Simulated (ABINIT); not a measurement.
Input of an ABINIT 10.8.3 (patched build) run:

run.abi

```
# Datasets: ground state, then fixed potential
ndtset 2

# Pseudopotentials
pp_dirpath "./"
pseudos "Hf.GGA_PBE-JTH.xml, N.GGA_PBE-JTH.xml"

# Structure
acell 3*1.0
rprim
     0.0000000000     4.2632221372     4.2632221372
     4.2632221372     0.0000000000     4.2632221372
     4.2632221372     4.2632221372     0.0000000000
ntypat 2
znucl 72 7
natom 2
typat 1 2
xred
     0.0000000000     0.0000000000     0.0000000000
     0.5000000000     0.5000000000     0.5000000000

# Plane-wave basis
ecut 26.0
pawecutdg 48.0

# Exchange and correlation
ixc -106131

# Bands and occupations
occopt 3
tsmear 0.05 eV

# Spin
nspinor 2
nspden 1
pawspnorb 1

# SCF cycle
nstep 100

# Output
iomode 3
prtwf 0
prteig 0
prtebands 0
enunit 1
prtden1 1

# Dataset 1
kptopt1 4
ngkpt1 10 10 10
nshiftk1 1
shiftk1 0.0 0.0 0.0
nband1 26
tolvrs1 1.0e-9

# Dataset 2: bands along G-X-W-K-G-L-U-W-L-K
iscf2 -2
getden2 1
nband2 38
nbdbuf2 8
tolwfr2 1.0e-11
kptopt2 -9
ndivsm2 8
prteig2 1
kptbounds2
     0.0000000000     0.0000000000     0.0000000000
     0.5000000000     0.0000000000     0.5000000000
     0.5000000000     0.2500000000     0.7500000000
     0.3750000000     0.3750000000     0.7500000000
     0.0000000000     0.0000000000     0.0000000000
     0.5000000000     0.5000000000     0.5000000000
     0.6250000000     0.2500000000     0.6250000000
     0.5000000000     0.2500000000     0.7500000000
     0.5000000000     0.5000000000     0.5000000000
     0.3750000000     0.3750000000     0.7500000000
```

Potentials or basis: JTH PAW PBE v2.0.

Run with:

```console
$ abinit run.abi > log 2>&1
```

Problem. Predict the band gap on the k mesh.

Solution. None (metal or under the smearing width).

Problem. What does it give for the pressure?

Solution. 13.9 GPa.

Levels at the corners of the path, in eV from the Fermi level:
```
point  band 13  band 14  band 15  band 16  band 17  band 18  band 19  band 20
    Γ    -3.05    -3.05    -3.05    -3.05    -0.54    -0.54    -0.54    -0.54
    X    -3.84    -3.84    -3.76    -3.76    -3.56    -3.56     3.91     3.91
    W    -5.71    -5.71    -5.17    -5.17     1.00     1.00     1.14     1.14
    K    -5.50    -5.50    -4.97    -4.97    -0.86    -0.86     3.72     3.72
    Γ    -3.05    -3.05    -3.05    -3.05    -0.54    -0.54    -0.54    -0.54
    L    -6.31    -6.31    -6.25    -6.25     3.10     3.10     3.44     3.44
    U    -5.50    -5.50    -4.97    -4.97    -0.86    -0.86     3.72     3.72
    W    -5.71    -5.71    -5.17    -5.17     1.00     1.00     1.14     1.14
    L    -6.31    -6.31    -6.25    -6.25     3.10     3.10     3.44     3.44
    K    -5.50    -5.50    -4.97    -4.97    -0.86    -0.86     3.72     3.72
```

Caveat: the PAW data sets were made with another functional, which shifts forces and pressure a little.
